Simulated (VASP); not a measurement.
# SnSe2 (P-3m1) in VASP: a series of runs

One crystal, SnSe2, is run at these levels: PBE; tasks: single point.

Everything below comes from runs of VASP 6.6.1. Logs are shortened: lines on timing, memory, paths and dates and some standing lists are left out, and cuts for length are marked.

### Step 1. Starting point

The structure is trigonal, space group P-3m1 (No. 164). Conventional cell: a = 3.811 Å, b = 3.811 Å, c = 6.136 Å, α = 90.00°, β = 90.00°, γ = 120.00°. Sn (site symmetry -3m) has 6 Se at 2.68 Å as nearest neighbours. Se (site symmetry 3m) has 3 Sn at 2.68 Å as nearest neighbours.

### Step 2. Single point, PBE, spin-orbit coupling, no magnetisation

INCAR reads:

```
  PREC = Accurate
  ENCUT = 520
  EDIFF = 1E-7
  ISMEAR = 0
  SIGMA = 0.02
  LREAL = F
  LASPH = T
  NELM = 100
  ALGO = Normal
  ISIF = 2
  LWAVE = F
  LCHARG = F
  MAGMOM = 0 0 0 0 0 0 0 0 0
  LORBIT = 11
  LSORBIT = T
  GGA_COMPAT = F
  GGA = PE
  NBANDS = 42
```

KPOINTS reads:

```
Automatic mesh
0
Gamma
  5 5 3
```

POSCAR reads:

```
SnSe2
1.0
    3.8110000000      0.0000000000      0.0000000000
   -1.9055000000      3.3004228138      0.0000000000
    0.0000000000      0.0000000000      6.1360000000
Sn Se
1 2
Direct
    0.0000000000      0.0000000000      0.0000000000
    0.6666666667      0.3333333333      0.7510000000
    0.3333333333      0.6666666667      0.2490000000
```

Potentials or basis: VASP PAW PBE potentials, release 64 (Sn_d, Se).

Launch:

```bash
cat potpaw_PBE.64/Sn_d/POTCAR potpaw_PBE.64/Se/POTCAR > POTCAR
mpirun -np 1 vasp_ncl > vasp.out
```

OUTCAR:

```text
PREC = Accurate
   ENCUT = 520
   EDIFF = 1E-7
   ISMEAR = 0
   LREAL = F
   LASPH = T
   NELM = 100
   ISIF = 2
   LORBIT = 11
   LSORBIT = T
   GGA = PE

 Found     12 irreducible k-points:

 Following reciprocal coordinates:
            Coordinates               Weight
  0.000000  0.000000  0.000000      1.000000
  0.200000 -0.000000  0.000000      6.000000
  0.400000 -0.000000  0.000000      6.000000
  0.200000  0.200000  0.000000      6.000000
  0.400000  0.200000  0.000000      6.000000
  0.000000  0.000000  0.333333      2.000000
   k-points           NKPTS =     12   k-points in BZ     NKDIM =     12   number of bands    NBANDS=     42
   number of dos      NEDOS =    301   number of ions     NIONS =      3
   total plane-waves  NPLWV =  37632
   dimension x,y,z NGX =    28 NGY =   28 NGZ =   48
   dimension x,y,z NGXF=    56 NGYF=   56 NGZF=   96
   ions per type =               1   2
   NGX,Y,Z   is equivalent  to a cutoff of  12.21, 12.21, 13.00 a.u.
   NGXF,Y,Z  is equivalent  to a cutoff of  24.43, 24.43, 26.01 a.u.
 SYSTEM =  unknown system
   PREC   = accura    normal or accurate (medium, high low for compatibility)
   ISTART =      0    job   : 0-new  1-cont  2-samecut
   ICHARG =      2    charge: 1-file 2-atom 10-const
   ISPIN  =      1    spin polarized calculation?
   LNONCOLLINEAR =      T non collinear calculations
   LSORBIT =      T    spin-orbit coupling
   LASPH  =      T    aspherical Exc in radial PAW
   ENCUT  =  520.0 eV  38.22 Ry    6.18 a.u.   7.09  7.09 11.41*2*pi/ulx,y,z
   NELM   =    100;   NELMIN=  2; NELMDL= -5     # of ELM steps
   EDIFF  = 0.1E-06   stopping-criterion for ELM
   LREAL  =      F    real-space projection
   EDIFFG = 0.1E-05   stopping-criterion for IOM
   NSW    =      0    number of steps for IOM
   IBRION =     -1    ionic relax: 0-MD 1-quasi-New 2-CG
   NFREE  =      0    steps in history (QN), initial steepest desc. (CG)
   ISIF   =      2    stress and relaxation
   ISYM   =      2    0-nonsym 1-usesym 2-fastsym
   POTIM  = 0.5000    time-step for ionic-motion
   TEBEG  =    0.0;   TEEND  =   0.0 temperature during run
   PSTRESS=    0.0 pullay stress
   NELECT =      26.0000    total number of electrons
   NUPDOWN=      -1.0000    fix difference up-down
   EMIN   =  10.00;   EMAX   =-10.00  energy-range for DOS
   EFERMI =   0.00;   METHOD = LEGACY
   ISMEAR =     0;   SIGMA  =   0.02  broadening in eV -4-tet -1-fermi 0-gaus
   EFERMI_NEDOS =   21; number of points for ismear=-14 and -15
   IALGO  =     38    algorithm
   IMIX   =      4    mixing-type and parameters
     AMIX     =   0.40;   BMIX     =  1.00
     AMIX_MAG =   1.60;   BMIX_MAG =  1.00
  volume/ion in A,a.u.               =      25.73       173.61
  Fermi-wavevector in a.u.,A,eV,Ry     =   1.139116  2.152617 17.654722  1.297585
  Thomas-Fermi vector in A             =   2.275820
   LORBIT       =     11    0 simple, 1 ext, 2 COOP (PROOUT), +10 PAW based schemes
   GGA     = PE    functional components
   LHFCALC =     F    Hartree Fock is set to
   AEXX    =    0.0000 exact exchange contribution
   IVDW    =     0    specifies the selected vdW correction
   LEPSILON=     F    determine dielectric tensor
   LRPA    =     F    only Hartree local field effects (RPA)
 Gauss-broadening in eV      SIGMA  =   0.02
  energy-cutoff  :      520.00
  volume of cell :       77.18
 maximum number of plane-waves:      4190
   NGX = 15   NGY = 15   NGZ = 23

 number of electron      26.0000006 magnetization       0.0000000      0.0000000      0.0000000

 number of electron      26.0000006 magnetization      -0.0000000     -0.0000000     -0.0000000

 number of electron      26.0000006 magnetization       0.0000000     -0.0000000     -0.0000000

 number of electron      26.0000006 magnetization       0.0000000      0.0000000     -0.0000000

 Free energy of the ion-electron system (eV)
  ---------------------------------------------------
  ext. energy  EPLUGINS =         0.00000000
  ---------------------------------------------------
  free energy    TOTEN  =       -11.80168183 eV

  energy without entropy =      -11.80168183  energy(sigma->0) =      -11.80168183

 E-fermi :   4.3611     XC(G=0):  -9.4492

 val. band max:        4.2337610318   @ k =   0.0000   0.0000   0.0000
 cond. band min:       4.9782731589   @ k =   0.0000   0.4000   0.3333
 fundamental gap:      0.7445121271
 Fermi energy:         4.3611328351

 k-point     1 :       0.0000    0.0000    0.0000
  band No.  band energies     occupation
      1     -17.6856      1.00000
      2     -17.6856      1.00000
      3     -17.6694      1.00000
      4     -17.6694      1.00000
      5     -16.6678      1.00000
      6     -16.6678      1.00000
[... 30 lines left out ...]
     37      13.1115      0.00000
     38      13.1115      0.00000

 k-point     2 :       0.2000   -0.0000    0.0000
  band No.  band energies     occupation
      1     -17.6843      1.00000
      2     -17.6843      1.00000
      3     -17.6710      1.00000
      4     -17.6710      1.00000
      5     -16.6682      1.00000
      6     -16.6682      1.00000
[... 30 lines left out ...]
     37      12.3177      0.00000
     38      12.3177      0.00000

 k-point     3 :       0.4000   -0.0000    0.0000
  band No.  band energies     occupation
      1     -17.6877      1.00000
      2     -17.6877      1.00000
      3     -17.6697      1.00000
      4     -17.6697      1.00000
      5     -16.6811      1.00000
      6     -16.6811      1.00000
[... 30 lines left out ...]
     37      13.7584      0.00000
     38      13.7584      0.00000

 k-point     4 :       0.2000    0.2000    0.0000
  band No.  band energies     occupation
      1     -17.6841      1.00000
      2     -17.6841      1.00000
      3     -17.6722      1.00000
      4     -17.6722      1.00000
      5     -16.6736      1.00000
      6     -16.6736      1.00000
[... 30 lines left out ...]
     37      11.1905      0.00000
     38      11.1905      0.00000

 k-point     5 :       0.4000    0.2000    0.0000
  band No.  band energies     occupation
      1     -17.6840      1.00000
      2     -17.6840      1.00000
      3     -17.6731      1.00000
      4     -17.6731      1.00000
      5     -16.6756      1.00000
      6     -16.6756      1.00000
[... 30 lines left out ...]
     37      13.1724      0.00000
     38      13.1724      0.00000

 k-point     6 :       0.0000    0.0000    0.3333
  band No.  band energies     occupation
      1     -17.6856      1.00000
      2     -17.6856      1.00000
      3     -17.6694      1.00000
      4     -17.6694      1.00000
      5     -16.6678      1.00000
      6     -16.6678      1.00000
[... 30 lines left out ...]
     37      12.6645      0.00000
     38      12.6645      0.00000

 [... further k-points ...]

 [bands above 38 left out]

------------------------ aborting loop because EDIFF is reached ----------------------------------------

  FORCE on cell =-STRESS in cart. coord.  units (eV):
  Direction    XX          YY          ZZ          XY          YZ          ZX
  --------------------------------------------------------------------------------------
  -------------------------------------------------------------------------------------
  Total        2.6132686      2.6132686      3.1596678      0.0000000      0.0000000      0.0000000
  in kB       54.2501264     54.2501263     65.5930950      0.0000000      0.0000000      0.0000000
  external PRESSURE =      58.0311159 kB  Pullay stress =       0.0000000 kB

 VOLUME and BASIS-vectors are now :
 -----------------------------------------------------------------------------
  energy-cutoff  :      520.00
  volume of cell :       77.18
      direct lattice vectors                 reciprocal lattice vectors
     3.811000000  0.000000000  0.000000000     0.262398321  0.151495741  0.000000000
    -1.905500000  3.300422814  0.000000000     0.000000000  0.302991482  0.000000000
     0.000000000  0.000000000  6.136000000     0.000000000  0.000000000  0.162972621

 POSITION                                       TOTAL-FORCE (eV/Angst)
 -----------------------------------------------------------------------------------
      0.00000      0.00000      0.00000        -0.000000      0.000000     -0.000000
      1.90550      1.10014      4.60814        -0.000000      0.000000     -0.765899
     -0.00000      2.20028      1.52786         0.000000     -0.000000      0.765899
 -----------------------------------------------------------------------------------
    total drift:                                0.000000      0.000000      0.000000

  FREE ENERGIE OF THE ION-ELECTRON SYSTEM (eV)
  ---------------------------------------------------
  free  energy   TOTEN  =       -11.8016818338 eV

  energy  without entropy=      -11.8016818338  energy(sigma->0) =      -11.80168183

 Spin-Orbit-Coupling matrix elements

 Ion:    1  E_soc:     -0.0904889
 l=   1
     0.0000000    -0.0090772    -0.0090282
    -0.0090772     0.0000000    -0.0090772
    -0.0090282    -0.0090772     0.0000000
 l=   2
     0.0000000    -0.0011958     0.0000000    -0.0011958    -0.0048246
    -0.0011958     0.0000000    -0.0036357    -0.0011827    -0.0011958
     0.0000000    -0.0036357     0.0000000    -0.0036357     0.0000000
    -0.0011958    -0.0011827    -0.0036357     0.0000000    -0.0011958
    -0.0048246    -0.0011958     0.0000000    -0.0011958     0.0000000
 l=   3
     0.0000000     0.0000000     0.0000000     0.0000000     0.0000000     0.0000000     0.0000000
     0.0000000     0.0000000     0.0000000     0.0000000     0.0000000     0.0000000     0.0000000
     0.0000000     0.0000000     0.0000000     0.0000000     0.0000000     0.0000000     0.0000000
     0.0000000     0.0000000     0.0000000     0.0000000     0.0000000     0.0000000     0.0000000
     0.0000000     0.0000000     0.0000000     0.0000000     0.0000000     0.0000000     0.0000000
     0.0000000     0.0000000     0.0000000     0.0000000     0.0000000     0.0000000     0.0000000
     0.0000000     0.0000000     0.0000000     0.0000000     0.0000000     0.0000000     0.0000000

 Ion:    2  E_soc:     -0.0453322
 l=   1
     0.0000000    -0.0074572    -0.0077559
    -0.0074572     0.0000000    -0.0074572
    -0.0077559    -0.0074572     0.0000000
 l=   2
     0.0000000    -0.0000002     0.0000000    -0.0000002    -0.0000028
    -0.0000002     0.0000000     0.0000019     0.0000041    -0.0000002
     0.0000000     0.0000019     0.0000000     0.0000019     0.0000000
    -0.0000002     0.0000041     0.0000019     0.0000000    -0.0000002
    -0.0000028    -0.0000002     0.0000000    -0.0000002     0.0000000
 l=   3
     0.0000000     0.0000000     0.0000000     0.0000000     0.0000000     0.0000000     0.0000000
     0.0000000     0.0000000     0.0000000     0.0000000     0.0000000     0.0000000     0.0000000
     0.0000000     0.0000000     0.0000000     0.0000000     0.0000000     0.0000000     0.0000000
     0.0000000     0.0000000     0.0000000     0.0000000     0.0000000     0.0000000     0.0000000
     0.0000000     0.0000000     0.0000000     0.0000000     0.0000000     0.0000000     0.0000000
     0.0000000     0.0000000     0.0000000     0.0000000     0.0000000     0.0000000     0.0000000
     0.0000000     0.0000000     0.0000000     0.0000000     0.0000000     0.0000000     0.0000000

 Ion:    3  E_soc:     -0.0453322
 l=   1
     0.0000000    -0.0074572    -0.0077559
    -0.0074572     0.0000000    -0.0074572
    -0.0077559    -0.0074572     0.0000000
 l=   2
     0.0000000    -0.0000002     0.0000000    -0.0000002    -0.0000028
    -0.0000002     0.0000000     0.0000019     0.0000041    -0.0000002
     0.0000000     0.0000019     0.0000000     0.0000019     0.0000000
    -0.0000002     0.0000041     0.0000019     0.0000000    -0.0000002
    -0.0000028    -0.0000002     0.0000000    -0.0000002     0.0000000
 l=   3
     0.0000000     0.0000000     0.0000000     0.0000000     0.0000000     0.0000000     0.0000000
     0.0000000     0.0000000     0.0000000     0.0000000     0.0000000     0.0000000     0.0000000
     0.0000000     0.0000000     0.0000000     0.0000000     0.0000000     0.0000000     0.0000000
     0.0000000     0.0000000     0.0000000     0.0000000     0.0000000     0.0000000     0.0000000
     0.0000000     0.0000000     0.0000000     0.0000000     0.0000000     0.0000000     0.0000000
     0.0000000     0.0000000     0.0000000     0.0000000     0.0000000     0.0000000     0.0000000
     0.0000000     0.0000000     0.0000000     0.0000000     0.0000000     0.0000000     0.0000000

 total charge

# of ion       s       p       d       tot
------------------------------------------
    1        1.051   1.063  10.117  12.232
    2        1.482   2.339   0.029   3.850
    3        1.482   2.339   0.029   3.850
--------------------------------------------------
tot          4.015   5.741  10.176  19.932

 magnetization (x)

# of ion       s       p       d       tot
------------------------------------------
    1        0.000   0.000   0.000   0.000
    2       -0.000  -0.000  -0.000  -0.000
    3        0.000  -0.000  -0.000  -0.000
--------------------------------------------------
tot         -0.000  -0.000  -0.000  -0.000

 magnetization (y)

# of ion       s       p       d       tot
------------------------------------------
    1        0.000  -0.000   0.000   0.000
    2        0.000   0.000   0.000   0.000
    3        0.000   0.000   0.000   0.000
--------------------------------------------------
tot          0.000   0.000   0.000   0.000

 magnetization (z)

# of ion       s       p       d       tot
------------------------------------------
    1        0.000   0.000   0.000   0.000
    2        0.000   0.000   0.000   0.000
    3        0.000   0.000   0.000   0.000
--------------------------------------------------
tot          0.000   0.000   0.000   0.000
```

Wall time 66 s (1 thread of Intel Xeon Platinum 8375C at 2.90GHz (Ice Lake), shared host); peak memory 0.36 GiB.

The run converged, but some of its settings lie outside the range that counts as converged, so its numbers aren't taken as properties of the crystal.

What came out:

```yaml
Free_energy: -11.8017 eV
Pressure: 5.8 GPa
Largest_force: 0.766 eV/Å
Valence_electrons_inside_the_program's_atomic_spheres: Sn 12.23; Se 3.85
```

Caveat: the k mesh is coarse (spacing up to 0.38 Å⁻¹), so the values aren't converged; this functional lacks dispersion, which binds the layers, so the pressure and a relaxed spacing across them are unreliable.

(Part 1 of 2 ends here.)
